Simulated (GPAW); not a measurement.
TaN in GPAW: convergence with k mesh

Crystal: TaN.

```
Ta N
1.0
     0.00000    2.49114    2.49114
     2.49114    0.00000    2.49114
     2.49114    2.49114    0.00000
Ta N
1 1
Direct
  0.00000 0.00000 0.00000
  0.25000 0.25000 0.25000
```

The cell comes from a database or a generator and needn't be the stable form of this composition.

| Property | Result |
| --- | --- |
| Program | GPAW 26.7.0 |
| Task | convergence study |
| Functional | r2SCAN |
| Potentials or basis | GPAW PAW data sets (gpaw-data 1.2.1) |
| Cutoff | 800 eV |
| Basis | pw |
| k mesh | 2 × 2 × 2 |
| Occupations | fermi-dirac, width 0.05 eV |
| Spin | no spin polarisation |

These are the settings of the first run; the series varies k mesh, with any setting tied to it.

Hardware: 1 thread of Arm Neoverse V1 (shared host).

```
      k mesh  energy less the tightest run, at zero smearing (meV/atom)  pressure (GPa)  gap on the mesh (eV)  SCF cycles  CPU time (s)  peak memory (GiB)
   2 × 2 × 2                                                     434.34          -16.64                 0.288          11            11               0.27
   3 × 3 × 3                                                     -48.43          -29.06                 0.000          11            13               0.27
   4 × 4 × 4                                                      28.56          -29.09                 0.000          10            20               0.28
   5 × 5 × 5                                                     -25.22          -29.87                 0.000          10            24               0.28
   6 × 6 × 6                                                      19.13          -29.05                 0.000          10            35               0.28
   7 × 7 × 7                                                      -7.16          -29.47                 0.000          10            45               0.28
   8 × 8 × 8                                                      -1.21          -29.48                 0.000          10            63               0.29
10 × 10 × 10                                                       0.70          -29.50                 0.000          10           100                0.3
12 × 12 × 12                                                       0.00          -29.42                 0.000          10           150               0.32
```

Against the tightest run, the energy stays within 1 meV/atom from 10 × 10 × 10 on; the pressure stays within 0.1 GPa from 7 × 7 × 7 on; the gap on the mesh stays within 0.01 eV from 3 × 3 × 3 on. Meshes of other sizes hit other points, so gaps and Fermi surfaces needn't settle smoothly. The tightest run that finished is the yardstick and may itself not be fully converged.

Caveat, for the tightest run too: a pressure of tens of GPa on the cell as given is suspect, and the run, the potentials or the cell itself is likely at fault; the PAW data sets were made with another functional, which shifts forces and pressure a little. The run has no spin-orbit coupling, so splittings on Ta are missing.
